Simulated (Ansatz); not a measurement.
Born–Oppenheimer molecular dynamics of a periodic cell of 36 atoms, Mg (start crystal Mg, start structure hcp, volume 1 times the crystal's). It goes on from the last frame of an earlier run, with new velocities.

Level of theory: Ansatz 0.2.0, DFT PBE, scalar-relativistic, plane waves, PAW. Settings: accuracy low, cutoff 420 eV, k mesh 2x2x1, fermi-dirac smearing 0.11 eV, no spin polarisation.

```
ensemble        : NPT, Langevin
time step       : 2 fs
steps asked     : 300
set temperature : 910 K
friction        : 0.01 /fs
pressure        : 20 GPa
seed            : 265564
```

First frame:

```xyz
36
Lattice="9.6300 0.0000 0.0000 -4.8150 8.3398 0.0000 0.0000 0.0000 10.4261" Properties=species:S:1:pos:R:3
Mg -0.358 0.555 0.603
Mg 0.129 2.381 3.481
Mg -0.449 0.177 6.682
Mg -0.005 2.275 8.553
Mg -1.645 3.076 0.476
Mg -1.975 4.692 3.185
Mg -1.676 2.842 5.803
Mg -1.897 5.048 8.276
Mg -2.937 6.046 0.666
Mg -3.867 7.897 3.501
Mg -3.275 5.974 5.363
Mg -3.162 7.549 8.811
Mg 2.263 0.606 0.891
Mg 3.088 1.920 3.270
Mg 2.019 0.629 5.861
Mg 3.356 1.875 8.278
Mg 2.089 3.096 0.359
Mg 1.527 4.819 3.110
Mg 1.202 3.570 5.942
Mg 1.533 4.832 8.339
Mg 0.175 5.577 0.648
Mg -0.993 7.892 3.418
Mg -0.348 6.005 5.798
Mg -0.388 7.595 8.700
Mg 5.618 0.130 0.351
Mg 6.198 1.676 3.354
Mg 5.410 0.385 5.914
Mg 6.339 2.421 8.450
Mg 4.995 3.314 0.705
Mg 4.905 5.335 3.028
Mg 4.985 3.390 5.049
Mg 4.456 4.955 7.899
Mg 3.529 5.879 0.198
Mg 2.414 7.495 2.623
Mg 3.220 5.817 5.335
Mg 3.016 7.883 8.855
```

Q: What does the run give?

A: The run went to its last step.

```
steps done                                               : 300
time covered                                             : 600 fs
mean temperature over the second half                    : 1068 K
spread of the potential energy over the second half      : 26.8 meV per atom
mean potential energy of the second half above the start : 176.3 meV per atom
mean pressure over the second half                       : 19.6 GPa
```

The conserved energy stayed within 0.3 meV per atom of its start (net change 0.1 meV per atom), so the integration is sound. The mean temperature of the second half is 17 % above the set value. A run of 0.6 ps of so small a system gives no equilibrium averages. Limits of this set-up: coarse k mesh, low accuracy level. The cell's volume went from 837 to 640 Å³.

Q: What happens to the structure?

A: Mean squared displacements from the first frame to the last, about the centre of mass, the cell's change included: Mg 0.51 Å². Another seed would give other details.

Q: How do temperature and energy run in time?

A: 
```json
{"time (fs)": "0", "T (K)": "885", "potential energy less start (eV)": "0.000", "conserved less start (meV/atom)": "0.00", "P (GPa)": "3.7", "volume (Å³)": "837.3"}
{"time (fs)": "30", "T (K)": "1049", "potential energy less start (eV)": "1.720", "conserved less start (meV/atom)": "-0.12", "P (GPa)": "8.1", "volume (Å³)": "760.8"}
{"time (fs)": "60", "T (K)": "1699", "potential energy less start (eV)": "10.734", "conserved less start (meV/atom)": "-0.27", "P (GPa)": "22.5", "volume (Å³)": "627.0"}
{"time (fs)": "90", "T (K)": "1655", "potential energy less start (eV)": "21.659", "conserved less start (meV/atom)": "-0.15", "P (GPa)": "36.9", "volume (Å³)": "554.8"}
{"time (fs)": "120", "T (K)": "1463", "potential energy less start (eV)": "17.458", "conserved less start (meV/atom)": "-0.01", "P (GPa)": "32.6", "volume (Å³)": "570.4"}
{"time (fs)": "150", "T (K)": "1356", "potential energy less start (eV)": "5.702", "conserved less start (meV/atom)": "-0.03", "P (GPa)": "19.1", "volume (Å³)": "639.1"}
{"time (fs)": "180", "T (K)": "902", "potential energy less start (eV)": "2.013", "conserved less start (meV/atom)": "0.11", "P (GPa)": "12.8", "volume (Å³)": "690.1"}
{"time (fs)": "210", "T (K)": "970", "potential energy less start (eV)": "2.568", "conserved less start (meV/atom)": "0.08", "P (GPa)": "13.5", "volume (Å³)": "685.7"}
{"time (fs)": "240", "T (K)": "996", "potential energy less start (eV)": "5.738", "conserved less start (meV/atom)": "0.09", "P (GPa)": "18.6", "volume (Å³)": "643.4"}
{"time (fs)": "270", "T (K)": "1086", "potential energy less start (eV)": "9.647", "conserved less start (meV/atom)": "0.12", "P (GPa)": "23.6", "volume (Å³)": "614.2"}
{"time (fs)": "300", "T (K)": "1331", "potential energy less start (eV)": "9.127", "conserved less start (meV/atom)": "-0.04", "P (GPa)": "24.1", "volume (Å³)": "608.8"}
{"time (fs)": "330", "T (K)": "1182", "potential energy less start (eV)": "6.337", "conserved less start (meV/atom)": "0.03", "P (GPa)": "20.6", "volume (Å³)": "626.2"}
{"time (fs)": "360", "T (K)": "911", "potential energy less start (eV)": "4.964", "conserved less start (meV/atom)": "0.16", "P (GPa)": "18.1", "volume (Å³)": "643.7"}
{"time (fs)": "390", "T (K)": "988", "potential energy less start (eV)": "5.477", "conserved less start (meV/atom)": "0.10", "P (GPa)": "18.4", "volume (Å³)": "643.0"}
{"time (fs)": "420", "T (K)": "875", "potential energy less start (eV)": "6.628", "conserved less start (meV/atom)": "0.14", "P (GPa)": "19.4", "volume (Å³)": "636.8"}
{"time (fs)": "450", "T (K)": "1199", "potential energy less start (eV)": "6.668", "conserved less start (meV/atom)": "0.06", "P (GPa)": "20.3", "volume (Å³)": "630.0"}
{"time (fs)": "480", "T (K)": "1094", "potential energy less start (eV)": "6.755", "conserved less start (meV/atom)": "0.13", "P (GPa)": "20.0", "volume (Å³)": "634.1"}
{"time (fs)": "510", "T (K)": "1145", "potential energy less start (eV)": "6.346", "conserved less start (meV/atom)": "0.10", "P (GPa)": "19.4", "volume (Å³)": "637.6"}
{"time (fs)": "540", "T (K)": "1292", "potential energy less start (eV)": "5.897", "conserved less start (meV/atom)": "0.06", "P (GPa)": "19.1", "volume (Å³)": "640.2"}
{"time (fs)": "570", "T (K)": "930", "potential energy less start (eV)": "6.079", "conserved less start (meV/atom)": "0.13", "P (GPa)": "18.5", "volume (Å³)": "643.7"}
{"time (fs)": "600", "T (K)": "1166", "potential energy less start (eV)": "6.393", "conserved less start (meV/atom)": "0.10", "P (GPa)": "19.3", "volume (Å³)": "639.6"}
```

Run time: 13 min on 4 threads of AMD EPYC 9R45 96-Core Processor (Zen 5), with other jobs on the host, peak memory 3.3 GiB.
